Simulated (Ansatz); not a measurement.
## Band table of NbN (rocksalt type)

```xyz
2
Lattice="0.0000 1.8114 1.8114 1.8114 0.0000 1.8114 1.8114 1.8114 0.0000" Properties=species:S:1:pos:R:3 pbc="T T T"
Nb    0.0000    0.0000    0.0000
N     1.8114    1.8114    1.8114
```

The cell comes from a relaxation on PAW files under the same functional, begun from a prototype that needn't be the stable phase.

Level of theory: DFT with PBE, scalar-relativistic, in Ansatz 0.2.0; a Γ-centred 15×15×15 k mesh, Fermi–Dirac smearing of 0.1 eV, no spin polarisation. LAPW: all electrons, basis error target 1 meV/atom.

This run: volume at 0.55 of the series' base cell.

Path points, in fractions of the reciprocal vectors: Γ (0.000, 0.000, 0.000), X (0.500, 0.000, 0.500), U (0.625, 0.250, 0.625), K (0.375, 0.375, 0.750), L (0.500, 0.500, 0.500), W (0.500, 0.250, 0.750). The distance column jumps between branches of the path. Levels in eV from the Fermi level; bands 15 to 24, counted from the lowest band of the run. The gap is zero, the pressure 654.2 GPa.

```
# k(1/Å) point b15 b16 b17 b18 b19 b20 b21 b22 b23 b24
0.000 Γ -19.60 -4.86 -4.86 -4.86 -4.00 -4.00 -4.00 0.07 0.07 8.46
0.217 - -19.21 -6.54 -5.44 -5.44 -4.40 -2.97 -2.97 0.19 1.88 9.19
0.434 - -18.30 -9.01 -5.88 -5.88 -5.39 -1.22 -1.22 0.52 4.71 11.12
0.650 - -17.69 -10.48 -6.58 -5.95 -5.95 0.86 0.86 1.05 7.04 13.63
0.867 - -18.31 -9.99 -7.71 -5.68 -5.68 1.74 3.06 3.06 8.73 15.42
1.084 - -19.65 -8.65 -8.16 -5.17 -5.17 2.51 5.03 5.03 10.08 16.25
1.301 - -20.90 -9.36 -5.99 -4.57 -4.57 3.25 6.35 6.35 11.30 15.81
1.518 - -21.72 -9.80 -4.18 -4.08 -4.08 3.80 6.89 6.89 12.30 14.77
1.734 X -22.00 -9.94 -3.88 -3.88 -3.45 4.01 6.98 6.98 12.74 14.22
1.811 - -21.96 -9.90 -4.00 -3.89 -3.49 4.17 6.93 6.94 12.74 14.28
1.888 - -21.82 -9.80 -4.35 -3.93 -3.58 4.61 6.78 6.81 12.71 14.47
1.964 - -21.60 -9.63 -4.85 -3.99 -3.73 5.28 6.54 6.61 12.66 14.75
2.041 - -21.31 -9.42 -5.45 -4.02 -3.93 6.10 6.24 6.32 12.56 15.11
2.118 - -20.96 -9.22 -6.09 -4.18 -4.01 5.89 5.98 7.03 12.41 15.51
2.194 - -20.58 -9.05 -6.75 -4.46 -3.89 5.51 5.57 8.03 12.19 15.94
2.271 - -20.17 -8.97 -7.39 -4.77 -3.62 5.11 5.12 9.06 11.90 16.38
2.347 U -19.73 -9.00 -8.01 -5.10 -3.17 4.63 4.69 10.11 11.55 16.82
3.410 K -19.73 -9.00 -8.01 -5.10 -3.17 4.63 4.69 10.11 11.55 16.82
3.639 - -18.37 -9.69 -9.61 -6.12 -0.89 3.03 3.37 10.21 13.05 18.03
3.869 - -17.00 -10.77 -10.68 -7.01 1.39 2.03 2.08 8.68 14.85 14.85
4.099 - -15.91 -11.61 -11.10 -7.60 -0.14 0.75 4.11 7.21 12.21 14.36
4.329 - -15.86 -11.32 -10.80 -7.76 -1.48 -0.44 3.17 5.52 11.85 12.43
4.559 - -16.83 -9.87 -9.78 -7.45 -2.56 -1.48 0.77 3.83 8.47 12.62
4.789 - -18.08 -8.14 -8.00 -6.70 -3.35 -2.42 -1.45 2.22 4.94 11.49
5.019 - -19.16 -6.14 -6.11 -5.66 -3.83 -3.31 -3.06 0.77 1.76 9.28
5.249 Γ -19.60 -4.86 -4.86 -4.86 -4.00 -4.00 -4.00 0.07 0.07 8.46
5.437 - -19.30 -5.73 -5.66 -5.66 -3.68 -3.68 -3.36 0.94 0.94 9.01
5.625 - -18.52 -7.05 -7.05 -7.03 -3.05 -3.05 -2.62 2.86 2.86 10.56
5.812 - -17.52 -8.43 -8.43 -8.36 -2.11 -2.11 -1.89 5.18 5.18 11.98
6.000 - -16.49 -9.64 -9.64 -9.60 -0.99 -0.89 -0.89 7.66 7.66 12.24
6.188 - -15.55 -10.70 -10.62 -10.62 0.22 0.54 0.54 10.12 10.12 11.65
6.376 - -14.72 -11.67 -11.34 -11.34 1.76 2.04 2.04 10.18 12.37 12.37
6.563 - -13.99 -12.52 -11.77 -11.77 3.31 3.31 3.57 8.25 14.08 14.08
6.751 L -13.31 -13.23 -11.92 -11.92 3.85 3.85 4.94 6.80 14.86 14.86
6.904 - -14.09 -13.11 -11.79 -11.02 3.18 3.78 4.78 7.58 14.66 14.68
7.058 - -15.29 -12.62 -11.33 -9.71 2.04 3.34 4.67 9.03 14.26 14.27
7.211 - -16.38 -12.12 -10.44 -8.49 1.02 2.47 4.89 10.48 13.66 13.94
7.364 - -17.29 -11.66 -9.24 -7.52 0.29 1.52 5.30 11.32 12.93 14.24
7.518 - -18.01 -11.21 -8.05 -6.89 -0.06 0.73 5.82 11.22 12.14 15.51
7.671 - -18.51 -10.80 -7.14 -6.60 -0.09 0.25 6.38 10.81 11.41 17.14
7.824 - -18.80 -10.48 -6.64 -6.51 0.02 0.09 6.84 10.48 10.89 18.60
7.977 W -18.90 -10.36 -6.50 -6.50 0.08 0.08 7.02 10.35 10.69 19.23
8.086 - -19.06 -10.12 -7.11 -5.90 -0.87 1.12 7.02 9.80 11.15 18.37
8.194 - -19.49 -9.45 -7.72 -5.34 -1.69 2.23 7.02 9.01 11.65 17.52
8.303 - -20.06 -8.49 -8.30 -4.83 -2.38 3.36 7.01 8.12 12.05 16.69
8.411 - -20.66 -8.84 -7.35 -4.37 -2.93 4.45 7.00 7.13 12.36 15.92
8.519 - -21.20 -9.30 -6.16 -3.99 -3.35 5.44 6.09 6.99 12.56 15.25
8.628 - -21.63 -9.65 -5.05 -3.70 -3.65 5.09 6.25 6.99 12.68 14.70
8.736 - -21.91 -9.87 -4.21 -3.82 -3.52 4.31 6.79 6.98 12.73 14.35
8.845 X -22.00 -9.94 -3.88 -3.88 -3.45 4.01 6.98 6.98 12.74 14.22
```
